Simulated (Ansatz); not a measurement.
Theory: DFT PBE, scalar-relativistic, plane waves, PAW in Ansatz 0.2.0. All cells share a 420 eV cutoff and Γ-centred k meshes spaced at most about 0.3 Å⁻¹ (about 0.25 or finer for metals, 2π included). No spin polarisation.

All energies are static (0 K, no zero-point motion).

Two forms of CuSbSe4 were relaxed alike.

A.

```xyz
6
Lattice="-2.6058 2.6058 6.2648 2.6058 -2.6058 6.2648 2.6058 2.6058 -6.2648" Properties=species:S:1:pos:R:3 pbc="T T T"
Cu    0.0000    0.0000    6.2648
Sb    0.0000    0.0000    0.0000
Se    1.3833    1.3833    1.6190
Se   -1.2225    1.2225    4.6458
Se    1.2225    1.2225    7.8838
Se    1.2225   -1.2225    4.6458
```

B.

```xyz
6
Lattice="6.7326 0.0000 0.0000 0.0000 3.6805 0.0000 -1.2883 0.0000 7.5869" Properties=species:S:1:pos:R:3 pbc="T T T"
Cu    0.0000    0.0000    0.0000
Sb    3.3663    1.8403    0.0000
Se    2.6564    0.0000    1.7920
Se    5.8322    1.8403    1.2202
Se   -0.3879    1.8403    6.3666
Se    2.7880    0.0000    5.7949
```

Question: Which is lower in energy, and by how much?

Answer: B is lower, by 72 meV/atom. A has space group I-42m (No. 121), 28.4 Å³/atom and no gap on its mesh; B has space group P2/m (No. 10), 31.3 Å³/atom and no gap. Counting Se atoms around Cu and Sb (those within 1.25 times the shortest such distance or 1.15 times the sum of covalent radii), A has Cu 4, Sb 4 and B has Cu 4, Sb 6. In A, Cu is surrounded by 4 Se at 2.37 Å; Sb is surrounded by 4 Se at 2.54 Å; Se is surrounded by 1 Cu at 2.37 Å and 1 Sb at 2.54 Å. In B, Cu is surrounded by 4 Se at 2.38 Å; Sb has 6 Se at 2.66–2.75 Å; Se on its first site has 2 Sb at 2.66 Å; 1 more site not described. Both come from invented guesses.

No dispersion correction is applied, so the spacing and binding between layers, chains or molecules are poorly described (I-42m, P2/m), and this can change margins and order among such cells. Spin–orbit coupling, which can matter for Sb, is left out. No Hubbard U is applied to the 3d shell of Cu. Cells relaxed within their symmetry can be saddle points.
